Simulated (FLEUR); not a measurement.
Ni:

```
CELL_PARAMETERS angstrom
2.44802 0.00000 0.00000
-1.22401 2.12005 0.00000
0.00000 0.00000 4.07281
ATOMIC_POSITIONS crystal
Ni 0.66667 0.33333 0.75000
Ni 0.33333 0.66667 0.25000
```

This isn't the form of Ni at room conditions, which is fcc.

Base run:

| Property | Result |
| --- | --- |
| Program | FLEUR MaX-R8.1 (later development tree) |
| Functional | SCAN |
| Potentials or basis | all-electron |
| Basis | FLAPW |
| Kmax | 4.58 1/bohr |
| k mesh | 12 × 12 × 7 |
| Occupations | fermi-dirac, width 0.05 eV |
| Spin | collinear spin, ferromagnetic start |
| Starting moments | [1.0, 1.0] μB |

Its results: net moment 1.55 μB per cell; site moments Ni +0.85 μB.

Problem. The run is repeated on the same cell with these changes: functional from SCAN to LDA. What comes out?

Solution. Net moment 1.24 μB per cell; site moments Ni +0.65 μB.

Caveats: the meta-GGA is that of a development version, with a GGA for the radial functions and cores and without core tails (some runs).
